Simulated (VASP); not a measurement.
# MoS2 (R-3m) in VASP: a series of runs

Runs on MoS2. Level: PBEsol. Tasks: single point.

Everything below comes from runs of VASP 6.6.1. Logs are shortened: lines on timing, memory, paths and dates and some standing lists are left out, and cuts for length are marked.

## (1) The structure

Symmetry: R-3m, No. 166, trigonal system. Conventional cell: a = 3.171 Å, b = 3.171 Å, c = 18.345 Å, α = 90.00°, β = 90.00°, γ = 120.00°. Mo (site symmetry -3m) is surrounded by 6 S at 2.39 Å. Around S (site symmetry 3m) lie 3 Mo at 2.39 Å.

Measurements of this composition are mostly on another form, of space group No. 194.

## (2) Single point, PBEsol, spin-orbit coupling, no magnetisation

The input, INCAR:

```
PREC = Accurate
ENCUT = 300
EDIFF = 1E-7
ISMEAR = 0
SIGMA = 0.02
LREAL = F
LASPH = T
NELM = 100
ALGO = Normal
ISIF = 2
LWAVE = F
LCHARG = F
MAGMOM = 0 0 0 0 0 0 0 0 0
LORBIT = 11
LSORBIT = T
GGA_COMPAT = F
LMAXMIX = 4
GGA = PS
NBANDS = 42
```

The input, KPOINTS:

```
regular mesh
0
Gamma
  3 3 3
```

The input, POSCAR:

```
MoS2
1.0
    1.5855000000      0.9153888518      6.1149966667
   -1.5855000000      0.9153888518      6.1149966667
    0.0000000000     -1.8307777036      6.1149966667
Mo S
1 2
Direct
    0.0000000000      0.0000000000      0.0000000000
    0.2500000000      0.2500000000      0.2500000000
    0.7500000000      0.7500000000      0.7500000000
```

Potentials or basis: VASP PAW PBE potentials, release 64 (Mo_sv, S).

The run is started by

```
cat potpaw_PBE.64/Mo_sv/POTCAR potpaw_PBE.64/S/POTCAR > POTCAR
mpirun -np 1 vasp_ncl > vasp.out
```

OUTCAR:

```text
PREC = Accurate
   ENCUT = 300
   EDIFF = 1E-7
   ISMEAR = 0
   LREAL = F
   LASPH = T
   NELM = 100
   ISIF = 2
   LORBIT = 11
   LSORBIT = T
   GGA = PS

 Found      6 irreducible k-points:

 Following reciprocal coordinates:
            Coordinates               Weight
  0.000000  0.000000  0.000000      1.000000
  0.333333 -0.000000  0.000000      6.000000
  0.333333  0.333333  0.000000      6.000000
 -0.333333  0.333333  0.000000      6.000000
  0.333333  0.333333  0.333333      2.000000
 -0.333333  0.333333  0.333333      6.000000
   k-points           NKPTS =      6   k-points in BZ     NKDIM =      6   number of bands    NBANDS=     42
   number of dos      NEDOS =    301   number of ions     NIONS =      3
   total plane-waves  NPLWV =  46656
   dimension x,y,z NGX =    36 NGY =   36 NGZ =   36
   dimension x,y,z NGXF=    72 NGYF=   72 NGZF=   72
   ions per type =               1   2
   NGX,Y,Z   is equivalent  to a cutoff of   9.38,  9.38,  9.38 a.u.
   NGXF,Y,Z  is equivalent  to a cutoff of  18.75, 18.75, 18.75 a.u.
 SYSTEM =  unknown system
   PREC   = accura    normal or accurate (medium, high low for compatibility)
   ISTART =      0    job   : 0-new  1-cont  2-samecut
   ICHARG =      2    charge: 1-file 2-atom 10-const
   ISPIN  =      1    spin polarized calculation?
   LNONCOLLINEAR =      T non collinear calculations
   LSORBIT =      T    spin-orbit coupling
   LASPH  =      T    aspherical Exc in radial PAW
   ENCUT  =  300.0 eV  22.05 Ry    4.70 a.u.   9.01  9.01  9.01*2*pi/ulx,y,z
   NELM   =    100;   NELMIN=  2; NELMDL= -5     # of ELM steps
   EDIFF  = 0.1E-06   stopping-criterion for ELM
   LREAL  =      F    real-space projection
[... 7 lines left out ...]
   TEBEG  =    0.0;   TEEND  =   0.0 temperature during run
   PSTRESS=    0.0 pullay stress
   NELECT =      26.0000    total number of electrons
   NUPDOWN=      -1.0000    fix difference up-down
   EMIN   =  10.00;   EMAX   =-10.00  energy-range for DOS
   EFERMI =   0.00;   METHOD = LEGACY
   ISMEAR =     0;   SIGMA  =   0.02  broadening in eV -4-tet -1-fermi 0-gaus
   EFERMI_NEDOS =   21; number of points for ismear=-14 and -15
   IALGO  =     38    algorithm
   IMIX   =      4    mixing-type and parameters
     AMIX     =   0.40;   BMIX     =  1.00
     AMIX_MAG =   1.60;   BMIX_MAG =  1.00
  volume/ion in A,a.u.               =      17.75       119.78
  Fermi-wavevector in a.u.,A,eV,Ry     =   1.289118  2.436081 22.610522  1.661826
  Thomas-Fermi vector in A             =   2.421031
   LORBIT       =     11    0 simple, 1 ext, 2 COOP (PROOUT), +10 PAW based schemes
   GGA     = PS    functional components
   LHFCALC =     F    Hartree Fock is set to
   AEXX    =    0.0000 exact exchange contribution
   IVDW    =     0    specifies the selected vdW correction
   LEPSILON=     F    determine dielectric tensor
   LRPA    =     F    only Hartree local field effects (RPA)
 Gauss-broadening in eV      SIGMA  =   0.02
  energy-cutoff  :      300.00
  volume of cell :       53.25
 maximum number of plane-waves:      1294
   NGX = 19   NGY = 19   NGZ = 19

 number of electron      25.9999992 magnetization      -0.0000000      0.0000000      0.0000000

 number of electron      25.9999992 magnetization       0.0000000     -0.0000000     -0.0000000

 number of electron      25.9999992 magnetization       0.0000000      0.0000000      0.0000000

 number of electron      25.9999992 magnetization      -0.0000000     -0.0000000     -0.0000000

 Free energy of the ion-electron system (eV)
  ---------------------------------------------------
  ext. energy  EPLUGINS =         0.00000000
  ---------------------------------------------------
  free energy    TOTEN  =       -22.80091441 eV

  energy without entropy =      -22.80091441  energy(sigma->0) =      -22.80091441

 E-fermi :   7.7719     XC(G=0): -10.9884

 val. band max:        7.6105783008   @ k =   0.0000   0.0000   0.0000
 cond. band min:       8.0707385973   @ k =  -0.3333   0.3333   0.0000
 fundamental gap:      0.4601602965
 Fermi energy:         7.7719278057

 k-point     1 :       0.0000    0.0000    0.0000
  band No.  band energies     occupation
      1     -54.0330      1.00000
      2     -54.0330      1.00000
      3     -29.7293      1.00000
      4     -29.7293      1.00000
      5     -27.3459      1.00000
      6     -27.3459      1.00000
[... 30 lines left out ...]
     37      14.3502      0.00000
     38      14.3502      0.00000

 k-point     2 :       0.3333   -0.0000    0.0000
  band No.  band energies     occupation
      1     -54.0025      1.00000
      2     -54.0025      1.00000
      3     -29.8222      1.00000
      4     -29.8222      1.00000
      5     -27.5002      1.00000
      6     -27.5002      1.00000
[... 30 lines left out ...]
     37      15.1559      0.00000
     38      15.1559      0.00000

 k-point     3 :       0.3333    0.3333    0.0000
  band No.  band energies     occupation
      1     -54.0027      1.00000
      2     -54.0027      1.00000
      3     -29.8222      1.00000
      4     -29.8222      1.00000
      5     -27.5002      1.00000
      6     -27.5002      1.00000
[... 30 lines left out ...]
     37      14.5213      0.00000
     38      14.5213      0.00000

 k-point     4 :      -0.3333    0.3333    0.0000
  band No.  band energies     occupation
      1     -53.9871      1.00000
      2     -53.9871      1.00000
      3     -29.8667      1.00000
      4     -29.8667      1.00000
      5     -27.5667      1.00000
      6     -27.5667      1.00000
[... 30 lines left out ...]
     37      15.9927      0.00000
     38      15.9927      0.00000

 k-point     5 :       0.3333    0.3333    0.3333
  band No.  band energies     occupation
      1     -54.0334      1.00000
      2     -54.0334      1.00000
      3     -29.7292      1.00000
      4     -29.7292      1.00000
      5     -27.3460      1.00000
      6     -27.3460      1.00000
[... 30 lines left out ...]
     37      15.3661      0.00000
     38      15.3661      0.00000

 k-point     6 :      -0.3333    0.3333    0.3333
  band No.  band energies     occupation
      1     -54.0026      1.00000
      2     -54.0026      1.00000
      3     -29.8222      1.00000
      4     -29.8222      1.00000
      5     -27.5002      1.00000
      6     -27.5002      1.00000
[... 30 lines left out ...]
     37      14.5906      0.00000
     38      14.5906      0.00000
 [bands above 38 left out]

------------------------ aborting loop because EDIFF is reached ----------------------------------------

  FORCE on cell =-STRESS in cart. coord.  units (eV):
  Direction    XX          YY          ZZ          XY          YZ          ZX
  --------------------------------------------------------------------------------------
  -------------------------------------------------------------------------------------
  Total        1.1841855      1.1841855      0.7829878     -0.0000000      0.0000000      0.0000000
  in kB       35.6296035     35.6296035     23.5584244     -0.0000000      0.0000000      0.0000000
  external PRESSURE =      31.6058771 kB  Pullay stress =       0.0000000 kB

 VOLUME and BASIS-vectors are now :
 -----------------------------------------------------------------------------
  energy-cutoff  :      300.00
  volume of cell :       53.25
      direct lattice vectors                 reciprocal lattice vectors
     1.585500000  0.915388852  6.114996667     0.315357931  0.182071986  0.054510796
    -1.585500000  0.915388852  6.114996667    -0.315357931  0.182071986  0.054510796
     0.000000000 -1.830777704  6.114996667     0.000000000 -0.364143973  0.054510796

 POSITION                                       TOTAL-FORCE (eV/Angst)
 -----------------------------------------------------------------------------------
      0.00000      0.00000      0.00000         0.000000      0.000000     -0.000000
      0.00000      0.00000      4.58625         0.000000      0.000000     -0.150860
      0.00000      0.00000     13.75874         0.000000     -0.000000      0.150860
 -----------------------------------------------------------------------------------
    total drift:                               -0.000000      0.000000      0.000000

  FREE ENERGIE OF THE ION-ELECTRON SYSTEM (eV)
  ---------------------------------------------------
  free  energy   TOTEN  =       -22.8009144125 eV

  energy  without entropy=      -22.8009144125  energy(sigma->0) =      -22.80091441

 Spin-Orbit-Coupling matrix elements

 Ion:    1  E_soc:     -0.1908942
 l=   1
     0.0000000    -0.0294109    -0.0293978
    -0.0294109     0.0000000    -0.0294109
    -0.0293978    -0.0294109     0.0000000
 l=   2
     0.0000000    -0.0004923     0.0000000    -0.0004923    -0.0019791
    -0.0004923     0.0000000    -0.0014241    -0.0004310    -0.0004923
     0.0000000    -0.0014241     0.0000000    -0.0014241     0.0000000
    -0.0004923    -0.0004310    -0.0014241     0.0000000    -0.0004923
    -0.0019791    -0.0004923     0.0000000    -0.0004923     0.0000000
 l=   3
     0.0000000     0.0000000     0.0000000     0.0000000     0.0000000     0.0000000     0.0000000
     0.0000000     0.0000000     0.0000000     0.0000000     0.0000000     0.0000000     0.0000000
     0.0000000     0.0000000     0.0000000     0.0000000     0.0000000     0.0000000     0.0000000
     0.0000000     0.0000000     0.0000000     0.0000000     0.0000000     0.0000000     0.0000000
     0.0000000     0.0000000     0.0000000     0.0000000     0.0000000     0.0000000     0.0000000
     0.0000000     0.0000000     0.0000000     0.0000000     0.0000000     0.0000000     0.0000000
     0.0000000     0.0000000     0.0000000     0.0000000     0.0000000     0.0000000     0.0000000

 Ion:    2  E_soc:     -0.0021882
 l=   1
     0.0000000    -0.0003820    -0.0003302
    -0.0003820     0.0000000    -0.0003820
    -0.0003302    -0.0003820     0.0000000
 l=   2
     0.0000000     0.0000000     0.0000000     0.0000000     0.0000000
     0.0000000     0.0000000     0.0000000     0.0000000     0.0000000
     0.0000000     0.0000000     0.0000000     0.0000000     0.0000000
     0.0000000     0.0000000     0.0000000     0.0000000     0.0000000
     0.0000000     0.0000000     0.0000000     0.0000000     0.0000000
 l=   3
     0.0000000     0.0000000     0.0000000     0.0000000     0.0000000     0.0000000     0.0000000
     0.0000000     0.0000000     0.0000000     0.0000000     0.0000000     0.0000000     0.0000000
     0.0000000     0.0000000     0.0000000     0.0000000     0.0000000     0.0000000     0.0000000
     0.0000000     0.0000000     0.0000000     0.0000000     0.0000000     0.0000000     0.0000000
     0.0000000     0.0000000     0.0000000     0.0000000     0.0000000     0.0000000     0.0000000
     0.0000000     0.0000000     0.0000000     0.0000000     0.0000000     0.0000000     0.0000000
     0.0000000     0.0000000     0.0000000     0.0000000     0.0000000     0.0000000     0.0000000

 Ion:    3  E_soc:     -0.0021882
 l=   1
     0.0000000    -0.0003820    -0.0003302
    -0.0003820     0.0000000    -0.0003820
    -0.0003302    -0.0003820     0.0000000
 l=   2
     0.0000000     0.0000000     0.0000000     0.0000000     0.0000000
     0.0000000     0.0000000     0.0000000     0.0000000     0.0000000
     0.0000000     0.0000000     0.0000000     0.0000000     0.0000000
     0.0000000     0.0000000     0.0000000     0.0000000     0.0000000
     0.0000000     0.0000000     0.0000000     0.0000000     0.0000000
 l=   3
     0.0000000     0.0000000     0.0000000     0.0000000     0.0000000     0.0000000     0.0000000
     0.0000000     0.0000000     0.0000000     0.0000000     0.0000000     0.0000000     0.0000000
     0.0000000     0.0000000     0.0000000     0.0000000     0.0000000     0.0000000     0.0000000
     0.0000000     0.0000000     0.0000000     0.0000000     0.0000000     0.0000000     0.0000000
     0.0000000     0.0000000     0.0000000     0.0000000     0.0000000     0.0000000     0.0000000
     0.0000000     0.0000000     0.0000000     0.0000000     0.0000000     0.0000000     0.0000000
     0.0000000     0.0000000     0.0000000     0.0000000     0.0000000     0.0000000     0.0000000

 total charge

# of ion       s       p       d       tot
------------------------------------------
    1        2.309   6.233   3.944  12.486
    2        1.357   2.345   0.000   3.702
    3        1.357   2.345   0.000   3.702
--------------------------------------------------
tot          5.023  10.924   3.944  19.891

 magnetization (x)

# of ion       s       p       d       tot
------------------------------------------
    1       -0.000   0.000  -0.000  -0.000
    2        0.000   0.000   0.000   0.000
    3        0.000   0.000   0.000   0.000
--------------------------------------------------
tot          0.000   0.000  -0.000   0.000

 magnetization (y)

# of ion       s       p       d       tot
------------------------------------------
    1        0.000   0.000   0.000   0.000
    2        0.000  -0.000   0.000  -0.000
    3        0.000  -0.000   0.000  -0.000
--------------------------------------------------
tot          0.000  -0.000   0.000  -0.000

 magnetization (z)

# of ion       s       p       d       tot
------------------------------------------
    1        0.000   0.000   0.000   0.000
    2        0.000   0.000   0.000   0.000
    3        0.000   0.000   0.000   0.000
--------------------------------------------------
tot          0.000   0.000   0.000   0.000
```

It took 26 s on 1 thread of Intel Xeon 6975P-C (Granite Rapids), shared host; peak memory 0.38 GiB.

These settings aren't checked as converged: the numbers below hold their error.

Results:

```yaml
Free_energy: -22.8009 eV
Pressure: 3.2 GPa
Largest_force: 0.151 eV/Å
Valence_electrons_inside_the_program's_atomic_spheres: Mo 12.49; S 3.70
```

Caveat: the k mesh is coarse (spacing up to 0.77 Å⁻¹), so the values aren't converged; the cutoff is under 1.25 times the usual one of these potentials, so pressure, stress and relaxed cells hold a basis-set (Pulay) error; the PAW data sets were made with another functional, which shifts forces and pressure a little; the cell's inner coordinates are idealised or old, which leaves forces on the atoms.

## (3) Single point, PBEsol, spin-orbit coupling, no magnetisation

Changes to INCAR since step 2:

```diff
@@ -1,3 +1,3 @@
 PREC = Accurate
-ENCUT = 300
+ENCUT = 400
 EDIFF = 1E-7
```

KPOINTS is that of step 2.

POSCAR is that of step 2.

Potentials or basis: VASP PAW PBE potentials, release 64 (Mo_sv, S).

The run is started by

```
cat potpaw_PBE.64/Mo_sv/POTCAR potpaw_PBE.64/S/POTCAR > POTCAR
mpirun -np 1 vasp_ncl > vasp.out
```

Run time: 52 s. Hardware: 1 thread of Intel Xeon 6975P-C (Granite Rapids), shared host; peak memory 0.52 GiB.

The run converged, but some of its settings lie outside the range that counts as converged, so its numbers aren't taken as properties of the crystal.

What came out:

* Free energy: -22.8036 eV
* Pressure: 3.3 GPa
* Largest force: 0.151 eV/Å
* Valence electrons inside the program's atomic spheres: Mo 12.50; S 3.70

Caveat: the k mesh is coarse (spacing up to 0.77 Å⁻¹), so the values aren't converged; the PAW data sets were made with another functional, which shifts forces and pressure a little; the cell's inner coordinates are idealised or old, which leaves forces on the atoms.

## (4) Single point, PBEsol, spin-orbit coupling, no magnetisation

Changes to INCAR since step 3:

```diff
@@ -1,3 +1,3 @@
 PREC = Accurate
-ENCUT = 400
+ENCUT = 300
 EDIFF = 1E-7
```

The input, KPOINTS:

```
regular mesh
0
Gamma
  4 4 4
```

POSCAR is that of step 3.

The run is started by

```
cat potpaw_PBE.64/Mo_sv/POTCAR potpaw_PBE.64/S/POTCAR > POTCAR
mpirun -np 1 vasp_ncl > vasp.out
```

Run time: 55 s. Hardware: 1 thread of Intel Xeon 6975P-C (Granite Rapids), shared host; peak memory 0.39 GiB.

The run converged, but some of its settings lie outside the range that counts as converged, so its numbers aren't taken as properties of the crystal.

Results:

* Free energy: -22.5539 eV
* Pressure: 3.2 GPa
* Largest force: 0.567 eV/Å
* Valence electrons inside the program's atomic spheres: Mo 12.49; S 3.69

Caveat: the k mesh is coarse (spacing up to 0.58 Å⁻¹), so the values aren't converged; the cutoff is under 1.25 times the usual one of these potentials, so pressure, stress and relaxed cells hold a basis-set (Pulay) error; the PAW data sets were made with another functional, which shifts forces and pressure a little; the cell's inner coordinates are idealised or old, which leaves forces on the atoms.

## (5) For comparison

An earlier run on the cell as given: functional PBE; potentials or basis VASP PAW PBE potentials, release 64 (Mo_sv, S); cutoff 520 eV; k mesh 10 × 10 × 10; occupations fermi-dirac, width 0.05 eV; no spin polarisation.

- Pressure: 7.8 GPa
- Largest force: 0.994 eV/Å
- Band gap on the k mesh: none (metal or under the smearing width)
